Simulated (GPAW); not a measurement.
# CdS (Greenockite) (P6_3mc) in GPAW: notebook

The runs below take CdS (Greenockite) through relaxation of cell and atoms, single point, with PBEsol, PBE.

All numbers are computed with GPAW 26.7.0; they aren't measurements. Logs are shortened: lines on timing, memory, paths and dates and some standing lists are left out, and cuts for length are marked. The log counts tension as positive stress, the text compression.

**Measured values to compare with.**

“Isotope dependence of band-gap energy”, 2008, arxiv:0807.2152 quotes, for a bulk crystal of CdS: band gap 2.5809 ± 0.0002 eV.

The runs below are set against these values where they give the same quantity.

## 1. The crystal as given

The structure is hexagonal, space group P6_3mc (No. 186). The conventional cell has a = 4.150 Å, b = 4.150 Å, c = 6.737 Å, α = 90.00°, β = 90.00°, γ = 120.00°. Cd (site symmetry 3m) is surrounded by 4 S at 2.53 to 2.54 Å. S (site symmetry 3m) is surrounded by 4 Cd at 2.53 to 2.54 Å.

## 2. Relaxation of cell and atoms, PBEsol, target pressure 20 GPa, at which the enthalpy is minimised

File run.py:

```python
from ase import Atoms
from ase.filters import FrechetCellFilter
from ase.io import write
from ase.optimize import BFGS
from ase.units import GPa
from gpaw import GPAW, PW, setup_paths

setup_paths.insert(0, '.')

atoms = Atoms(['Cd', 'Cd', 'S', 'S'],
              cell=[[4.15, 0.0, 0.0],
                    [-2.075, 3.5940054257, 0.0],
                    [0.0, 0.0, 6.737]],
              scaled_positions=[[0.6666666667, 0.3333333333, 0.5],
                                [0.3333333333, 0.6666666667, 0.0],
                                [0.6666666667, 0.3333333333, 0.875],
                                [0.3333333333, 0.6666666667, 0.375]],
              pbc=True)

calc = GPAW(mode=PW(600),
            xc='PBEsol',
            kpts={'size': (6, 6, 3), 'gamma': True},
            occupations={'name': 'fermi-dirac', 'width': 0.05},
            nbands=31,
            convergence={'density': 1e-05, 'forces': 0.0001},
            maxiter=150,
            txt='gpaw.txt')
atoms.calc = calc
opt = BFGS(FrechetCellFilter(atoms, scalar_pressure=20 * GPa), trajectory='relax.traj', logfile='-')
done = opt.run(fmax=0.02, steps=60)
calc.write('gs.gpw')
write('result.traj', atoms)
print('Converged:', done)
print('Cell:', atoms.cell.cellpar().round(4))
print('Volume:', round(atoms.get_volume(), 4))
print(atoms.get_scaled_positions().round(5))
```

Potentials or basis: PAW data sets generated in the run's folder for this functional, pw.

Launch:

```bash
gpaw-setup -f PBEsol Cd S
OMP_NUM_THREADS=1 python run.py
```

gpaw.txt:

```text
__  _  _
 | _ |_)|_||  |
 |__||  | ||/\| - 26.7.0

Input parameters:
  mode=PW(ecut=600.0),
  convergence={'density': 1e-05, 'forces': 0.0001},
  kpts=MonkhorstPack(size=(6, 6, 3), gamma=True),
  maxiter=150,
  nbands=31,
  occupations=Occupations(name='fermi-dirac', width=0.05),
  xc=XC(name='PBEsol')

Diagonalizing LCAO Hamiltonian
Converting LCAO to pw mode

            S

            Cd
        S

        Cd

Atoms  # Å, Bohr magnetons
|   | symbol |         x |        y |        z |    initial magnetic moments |
|---|--------|-----------|----------|----------|-----------------------------|
| 0 |     Cd |  2.075000 | 1.198002 | 3.368500 | ( 0.0000,  0.0000,  0.0000) |
| 1 |     Cd | -0.000000 | 2.396004 | 0.000000 | ( 0.0000,  0.0000,  0.0000) |
| 2 |      S |  2.075000 | 1.198002 | 5.894875 | ( 0.0000,  0.0000,  0.0000) |
| 3 |      S | -0.000000 | 2.396004 | 2.526375 | ( 0.0000,  0.0000,  0.0000) |

Unit cell  # Å
| periodic |         x |        y |        z |  lengths |     angles |
|----------|-----------|----------|----------|----------|------------|
|      yes |  4.150000 | 0.000000 | 0.000000 | 4.150000 |  90.000000 |
|      yes | -2.075000 | 3.594005 | 0.000000 | 4.150000 |  90.000000 |
|      yes |  0.000000 | 0.000000 | 6.737000 | 6.737000 | 120.000000 |

Number of symmetries: 6
Symmetry operations  # r_c * U_cc + t_c -> r_c
|   | kind |            matrix            |
|---|------|------------------------------|
| 0 |  σ   |  1, 1, 0,  0,-1, 0,  0, 0, 1 |
| 1 |  E   |  1, 0, 0,  0, 1, 0,  0, 0, 1 |
| 2 |  C3  |  0, 1, 0, -1,-1, 0,  0, 0, 1 |
| 3 |  σ   |  0,-1, 0, -1, 0, 0,  0, 0, 1 |
| 4 |  σ   | -1, 0, 0,  1, 1, 0,  0, 0, 1 |
| 5 |  C3  | -1,-1, 0,  1, 0, 0,  0, 0, 1 |

BZ-sampling:
  Number of BZ points: 108
  Number of IBZ points: 17

  Monkhorst-Pack size: [6, 6, 3]
  Monkhorst-Pack shift: [0.08333333333333333, 0.08333333333333333, 0.0]

K-points  # in reciprocal-cell coordinates
|     |                                coordinates |     weight |
|-----|--------------------------------------------|------------|
|   0 | (  0.00000000,   0.00000000,   0.00000000) | 0.00925926 |
|   1 | (  0.00000000,   0.00000000,   0.33333333) | 0.01851852 |
|   2 | (  0.16666667,   0.00000000,  -0.33333333) | 0.05555556 |
|   3 | (  0.16666667,   0.00000000,   0.00000000) | 0.05555556 |
|   4 | (  0.16666667,   0.00000000,   0.33333333) | 0.05555556 |
|   5 | (  0.33333333,  -0.16666667,   0.00000000) | 0.05555556 |
|   6 | (  0.33333333,  -0.16666667,   0.33333333) | 0.11111111 |
|   7 | (  0.33333333,   0.00000000,  -0.33333333) | 0.05555556 |
|   8 | (  0.33333333,   0.00000000,   0.00000000) | 0.05555556 |
|   9 | (  0.33333333,   0.00000000,   0.33333333) | 0.05555556 |
| ... |                                            |            |
|  16 | (  0.50000000,   0.50000000,   0.33333333) | 0.05555556 |
[... 151 lines left out ...]
|         11 |        -3.421 |     2.000 |
|         12 |        -1.060 |     2.000 |
|         13 |         2.583 |     2.000 |
|         14 |         2.583 |     2.000 |
|         15 |         3.315 |     2.000 |
[... 8 lines left out ...]
|         24 |        10.792 |     0.000 |
|         25 |        10.880 |     0.000 |
|        ... |               |           |
|         30 |        14.770 |     0.000 |

Gap: 1.037 eV
Transition (v -> c):
  (s=0, k=0, n=17, [0.00, 0.00, 0.00]) -> (s=0, k=0, n=18, [0.00, 0.00, 0.00])
No difference between direct/indirect transitions

Stress tensor  # eV/Ang^3
|        x |        y |        z |
|----------|----------|----------|
| 0.008555 | 0.000000 | 0.000000 |
| 0.000000 | 0.008555 | 0.000000 |
| 0.000000 | 0.000000 | 0.004992 |

Forces  # eV/Ang
|        x |       y |        z |
|----------|---------|----------|
| -0.00000 | 0.00000 | -0.06430 |  # Cd   0
|  0.00000 | 0.00000 | -0.06446 |  # Cd   1
|  0.00000 | 0.00000 |  0.06439 |  # S    2
|  0.00000 | 0.00000 |  0.06435 |  # S    3

Interpolating wave functions to new cell

            S

            Cd
        S

        Cd

Atoms  # Å, Bohr magnetons
|   | symbol |         x |        y |         z |    initial magnetic moments |
|---|--------|-----------|----------|-----------|-----------------------------|
| 0 |     Cd |  2.050317 | 1.183751 |  3.328586 | ( 0.0000,  0.0000,  0.0000) |
| 1 |     Cd | -0.000000 | 2.367502 | -0.000910 | ( 0.0000,  0.0000,  0.0000) |
| 2 |      S |  2.050317 | 1.183751 |  5.827523 | ( 0.0000,  0.0000,  0.0000) |
| 3 |      S | -0.000000 | 2.367502 |  2.498029 | ( 0.0000,  0.0000,  0.0000) |

Unit cell  # Å
| periodic |         x |        y |         z |  lengths |     angles |
|----------|-----------|----------|-----------|----------|------------|
|      yes |  4.100633 | 0.000000 | -0.000000 | 4.100633 |  90.000000 |
|      yes | -2.050317 | 3.551252 |  0.000000 | 4.100633 |  90.000000 |
|      yes | -0.000000 | 0.000000 |  6.658988 | 6.658988 | 120.000000 |

Number of symmetries: 6
Symmetry operations  # r_c * U_cc + t_c -> r_c
|   | kind |            matrix            |
|---|------|------------------------------|
| 0 |  σ   |  1, 1, 0,  0,-1, 0,  0, 0, 1 |
| 1 |  E   |  1, 0, 0,  0, 1, 0,  0, 0, 1 |
| 2 |  C3  |  0, 1, 0, -1,-1, 0,  0, 0, 1 |
| 3 |  σ   |  0,-1, 0, -1, 0, 0,  0, 0, 1 |
| 4 |  σ   | -1, 0, 0,  1, 1, 0,  0, 0, 1 |
| 5 |  C3  | -1,-1, 0,  1, 0, 0,  0, 0, 1 |

BZ-sampling:
  Number of BZ points: 108
  Number of IBZ points: 17

  Monkhorst-Pack size: [6, 6, 3]
  Monkhorst-Pack shift: [0.08333333333333333, 0.08333333333333333, 0.0]

K-points  # in reciprocal-cell coordinates
|     |                                coordinates |     weight |
|-----|--------------------------------------------|------------|
|   0 | (  0.00000000,   0.00000000,   0.00000000) | 0.00925926 |
|   1 | (  0.00000000,   0.00000000,   0.33333333) | 0.01851852 |
|   2 | (  0.16666667,   0.00000000,  -0.33333333) | 0.05555556 |
|   3 | (  0.16666667,   0.00000000,   0.00000000) | 0.05555556 |
|   4 | (  0.16666667,   0.00000000,   0.33333333) | 0.05555556 |
|   5 | (  0.33333333,  -0.16666667,   0.00000000) | 0.05555556 |
|   6 | (  0.33333333,  -0.16666667,   0.33333333) | 0.11111111 |
|   7 | (  0.33333333,   0.00000000,  -0.33333333) | 0.05555556 |
|   8 | (  0.33333333,   0.00000000,   0.00000000) | 0.05555556 |
|   9 | (  0.33333333,   0.00000000,   0.33333333) | 0.05555556 |
| ... |                                            |            |
|  16 | (  0.50000000,   0.50000000,   0.33333333) | 0.05555556 |
[... 150 lines left out ...]
|         11 |        -3.084 |     2.000 |
|         12 |        -0.888 |     2.000 |
|         13 |         2.922 |     2.000 |
|         14 |         2.922 |     2.000 |
|         15 |         3.699 |     2.000 |
[... 8 lines left out ...]
|         24 |        11.202 |     0.000 |
|         25 |        11.385 |     0.000 |
|        ... |               |           |
|         30 |        15.192 |     0.000 |

Gap: 1.114 eV
Transition (v -> c):
  (s=0, k=0, n=17, [0.00, 0.00, 0.00]) -> (s=0, k=0, n=18, [0.00, 0.00, 0.00])
No difference between direct/indirect transitions

Stress tensor  # eV/Ang^3
|         x |         y |         z |
|-----------|-----------|-----------|
| -0.005075 |  0.000000 |  0.000000 |
|  0.000000 | -0.005075 |  0.000000 |
|  0.000000 |  0.000000 | -0.008678 |

Forces  # eV/Ang
|       x |        y |        z |
|---------|----------|----------|
| 0.00000 |  0.00000 | -0.05878 |  # Cd   0
| 0.00000 | -0.00000 | -0.05870 |  # Cd   1
| 0.00000 |  0.00000 |  0.05871 |  # S    2
| 0.00000 |  0.00000 |  0.05871 |  # S    3

Interpolating wave functions to new cell

            S

            Cd
        S

        Cd

Atoms  # Å, Bohr magnetons
|   | symbol |         x |        y |         z |    initial magnetic moments |
|---|--------|-----------|----------|-----------|-----------------------------|
| 0 |     Cd |  1.950321 | 1.126019 |  3.167247 | ( 0.0000,  0.0000,  0.0000) |
| 1 |     Cd | -0.000000 | 2.252037 | -0.004631 | ( 0.0000,  0.0000,  0.0000) |
| 2 |      S |  1.950321 | 1.126019 |  5.555421 | ( 0.0000,  0.0000,  0.0000) |
| 3 |      S | -0.000000 | 2.252037 |  2.383540 | ( 0.0000,  0.0000,  0.0000) |

Unit cell  # Å
| periodic |         x |         y |         z |  lengths |     angles |
|----------|-----------|-----------|-----------|----------|------------|
|      yes |  3.900643 | -0.000000 |  0.000000 | 3.900643 |  90.000000 |
|      yes | -1.950321 |  3.378056 | -0.000000 | 3.900643 |  90.000000 |
|      yes |  0.000000 | -0.000000 |  6.343761 | 6.343761 | 120.000000 |

Number of symmetries: 6
Symmetry operations  # r_c * U_cc + t_c -> r_c
|   | kind |            matrix            |
|---|------|------------------------------|
| 0 |  σ   |  1, 1, 0,  0,-1, 0,  0, 0, 1 |
| 1 |  E   |  1, 0, 0,  0, 1, 0,  0, 0, 1 |
| 2 |  C3  |  0, 1, 0, -1,-1, 0,  0, 0, 1 |
| 3 |  σ   |  0,-1, 0, -1, 0, 0,  0, 0, 1 |
| 4 |  σ   | -1, 0, 0,  1, 1, 0,  0, 0, 1 |
| 5 |  C3  | -1,-1, 0,  1, 0, 0,  0, 0, 1 |
[... 174 lines left out ...]
|         11 |        -1.605 |     2.000 |
|         12 |        -0.084 |     2.000 |
|         13 |         4.520 |     2.000 |
|         14 |         4.520 |     2.000 |
|         15 |         5.498 |     2.000 |
[... 8 lines left out ...]
|         24 |        13.046 |     0.000 |
|         25 |        13.651 |     0.000 |
|        ... |               |           |
|         30 |        17.116 |     0.000 |

Gap: 1.404 eV
Transition (v -> c):
  (s=0, k=0, n=17, [0.00, 0.00, 0.00]) -> (s=0, k=0, n=18, [0.00, 0.00, 0.00])
No difference between direct/indirect transitions

Stress tensor  # eV/Ang^3
|         x |         y |         z |
|-----------|-----------|-----------|
| -0.092325 | -0.000000 |  0.000000 |
| -0.000000 | -0.092325 | -0.000000 |
|  0.000000 | -0.000000 | -0.093227 |

Forces  # eV/Ang
|        x |       y |        z |
|----------|---------|----------|
| -0.00000 | 0.00000 |  0.01001 |  # Cd   0
|  0.00000 | 0.00000 |  0.01002 |  # Cd   1
| -0.00000 | 0.00000 | -0.01002 |  # S    2
|  0.00000 | 0.00000 | -0.00998 |  # S    3

Interpolating wave functions to new cell

            S

            Cd
        S

        Cd

Atoms  # Å, Bohr magnetons
|   | symbol |         x |        y |         z |    initial magnetic moments |
|---|--------|-----------|----------|-----------|-----------------------------|
| 0 |     Cd |  1.920764 | 1.108954 |  3.119922 | ( 0.0000,  0.0000,  0.0000) |
| 1 |     Cd | -0.000000 | 2.217907 | -0.005297 | ( 0.0000,  0.0000,  0.0000) |
| 2 |      S |  1.920764 | 1.108954 |  5.474437 | ( 0.0000,  0.0000,  0.0000) |
| 3 |      S | -0.000000 | 2.217907 |  2.349214 | ( 0.0000,  0.0000,  0.0000) |

Unit cell  # Å
| periodic |         x |         y |         z |  lengths |     angles |
|----------|-----------|-----------|-----------|----------|------------|
|      yes |  3.841528 |  0.000000 |  0.000000 | 3.841528 |  90.000000 |
|      yes | -1.920764 |  3.326861 | -0.000000 | 3.841528 |  90.000000 |
|      yes |  0.000000 | -0.000000 |  6.250446 | 6.250446 | 120.000000 |

Number of symmetries: 6
Symmetry operations  # r_c * U_cc + t_c -> r_c
|   | kind |            matrix            |
|---|------|------------------------------|
| 0 |  σ   |  1, 1, 0,  0,-1, 0,  0, 0, 1 |
| 1 |  E   |  1, 0, 0,  0, 1, 0,  0, 0, 1 |
| 2 |  C3  |  0, 1, 0, -1,-1, 0,  0, 0, 1 |
| 3 |  σ   |  0,-1, 0, -1, 0, 0,  0, 0, 1 |
| 4 |  σ   | -1, 0, 0,  1, 1, 0,  0, 0, 1 |
| 5 |  C3  | -1,-1, 0,  1, 0, 0,  0, 0, 1 |
[... 678 lines left out ...]
Gap: 1.468 eV
Transition (v -> c):
  (s=0, k=0, n=17, [0.00, 0.00, 0.00]) -> (s=0, k=0, n=18, [0.00, 0.00, 0.00])
No difference between direct/indirect transitions

Stress tensor  # eV/Ang^3
|         x |         y |         z |
|-----------|-----------|-----------|
| -0.124503 |  0.000000 |  0.000000 |
|  0.000000 | -0.124503 | -0.000000 |
|  0.000000 | -0.000000 | -0.125266 |

Forces  # eV/Ang
|        x |        y |        z |
|----------|----------|----------|
|  0.00000 |  0.00000 |  0.02013 |  # Cd   0
| -0.00000 | -0.00000 |  0.02013 |  # Cd   1
|  0.00000 |  0.00000 | -0.02031 |  # S    2
| -0.00000 |  0.00000 | -0.02032 |  # S    3

# Writing to gs.gpw (mode='')
```

Run time: 5 min. Hardware: 1 thread of Intel Xeon at 2.50GHz (Skylake/Cascade Lake), shared host; peak memory 0.24 GiB.

Results:

```yaml
Free_energy: -13.1048 eV
Relaxed_volume: 20.11 Å³/atom
Relaxed_cell: a = 3.851 Å, b = 3.851 Å, c = 6.265 Å, α = 90.00°, β = 90.00°, γ = 120.00°
Space_group_after_relaxing_to_0.05_Å: P6_3mc (No. 186)
Energy_change_on_relaxing_the_enthalpy_is_what_falls: +232.7 meV/atom
Ionic_steps: 6
Pressure_after_relaxing: 20.0 GPa
Largest_force_after_relaxing: 0.020 eV/Å
Band_gap_on_the_k_mesh: 1.47 eV, direct
```

Forces on the atoms (eV/Å):
```
Cd   0.000  0.000  0.020
Cd   0.000  0.000  0.020
S    0.000  0.000 -0.020
S    0.000  0.000 -0.020
```

Step by step:
| step | energy change (eV) | largest force (eV/Å) | pressure (GPa) | volume (Å³) |
| --- | --- | --- | --- | --- |
| 1 | 0.0000 | 0.0645 | -1.18 | 100.48 |
| 2 | -0.0020 | 0.0588 | 1.01 | 96.97 |
| 3 | 0.5895 | 0.0100 | 14.84 | 83.59 |
| 4 | 1.0031 | 0.0406 | 21.02 | 79.88 |
| 5 | 0.9290 | 0.0261 | 19.96 | 80.46 |
| 6 | 0.9309 | 0.0203 | 19.99 | 80.44 |

Final structure:
```xyz
4
Lattice="3.8506 0.0000 0.0000 -1.9253 3.3347 0.0000 0.0000 0.0000 6.2648" Properties=species:S:1:pos:R:3 pbc="T T T"
Cd    1.9253    1.1116    3.1279
Cd    0.0000    2.2232   -0.0044
S     1.9253    1.1116    5.4861
S     0.0000    2.2232    2.3537
```

Caveat: later steps reuse the first step's grids; the volume moved by over 15 % at a fixed basis, so the end points are rough. A hybrid or GW would open this gap; PBEsol tends to underestimate it.

## 3. Relaxation of cell and atoms, PBEsol, target pressure 30 GPa, at which the enthalpy is minimised

run.py, as its differences from that of step 2:

```diff
@@ -28,3 +28,3 @@
 atoms.calc = calc
-opt = BFGS(FrechetCellFilter(atoms, scalar_pressure=20 * GPa), trajectory='relax.traj', logfile='-')
+opt = BFGS(FrechetCellFilter(atoms, scalar_pressure=30 * GPa), trajectory='relax.traj', logfile='-')
 done = opt.run(fmax=0.02, steps=60)
```

Potentials or basis: PAW data sets generated in the run's folder for this functional, pw.

Launch:

```bash
gpaw-setup -f PBEsol Cd S
OMP_NUM_THREADS=1 python run.py
```

Wall time 15 min (1 thread of Intel Xeon at 2.50GHz (Skylake/Cascade Lake), shared host); peak memory 0.33 GiB.

The run converged. Its results:

```
Free energy                                            : -12.1052 eV
Relaxed volume                                         : 18.50 Å³/atom
Relaxed cell                                           : a = 3.555 Å, b = 3.555 Å, c = 6.760 Å, α = 90.00°, β = 90.00°, γ = 120.00°
Space group after relaxing (to 0.05 Å)                 : P6_3mc (No. 186)
Energy change on relaxing (the enthalpy is what falls) : +482.6 meV/atom
Ionic steps                                            : 19
Pressure after relaxing                                : 29.9 GPa
Band gap on the k mesh                                 : 0.90 eV, direct
```

Forces on the atoms (eV/Å):
```
Cd   0.000  0.000 -0.002
Cd   0.000  0.000 -0.002
S    0.000  0.000  0.002
S    0.000  0.000  0.002
```

The path:
```csv
step,energy change (eV),largest force (eV/Å),pressure (GPa),volume (Å³)
1,0.0000,0.0645,-1.18,100.48
2,0.0144,0.0614,2.17,95.36
3,0.7316,0.0135,17.05,82.17
4,1.9249,0.0564,33.18,74.38
5,1.6568,0.0291,29.78,75.74
6,1.6733,0.0241,29.99,75.65
7,1.6789,0.0173,30.06,75.62
8,1.6889,0.0050,30.19,75.56
9,1.6968,0.0347,30.28,75.52
10,1.7106,0.1055,30.43,75.44
11,1.7367,0.2751,30.57,75.29
12,1.7471,0.3464,30.50,75.22
13,1.8179,0.9057,28.96,74.87
14,1.7349,0.2698,29.76,75.18
15,1.7486,0.1689,29.48,75.05
16,1.9011,0.1667,28.44,74.20
17,1.8725,0.0392,29.77,74.32
18,1.9042,0.0157,29.81,74.15
19,1.9305,0.0024,29.93,74.01
```

Final structure:
```yaml
crystal:
  lattice:
    - [3.55532, 0.00000, 0.00000]
    - [-1.77766, 3.07900, 0.00000]
    - [0.00000, 0.00000, 6.76047]
  atoms:
    - { symbol: Cd, position: [0.66667, 0.33333, 0.52006] }
    - { symbol: Cd, position: [0.33333, 0.66667, 0.02006] }
    - { symbol: S, position: [0.66667, 0.33333, 0.85493] }
    - { symbol: S, position: [0.33333, 0.66667, 0.35493] }
```

Levels at points of the mesh, in eV from the valence-band top:
```csv
k point,band 16,band 17,band 18,band 19,band 20,band 21
"(0.00, 0.00, 0.00)",-1.13,0.00,0.00,0.90,4.05,5.21
"(0.50, 0.50, 0.00)",-3.08,-2.74,-0.94,3.39,3.66,4.00
```

Caveat: later steps reuse the first step's grids; the volume moved by over 15 % at a fixed basis, so the end points are rough. As with any semilocal functional, this PBEsol gap is likely too small.

(Part 1 of 2 ends here.)
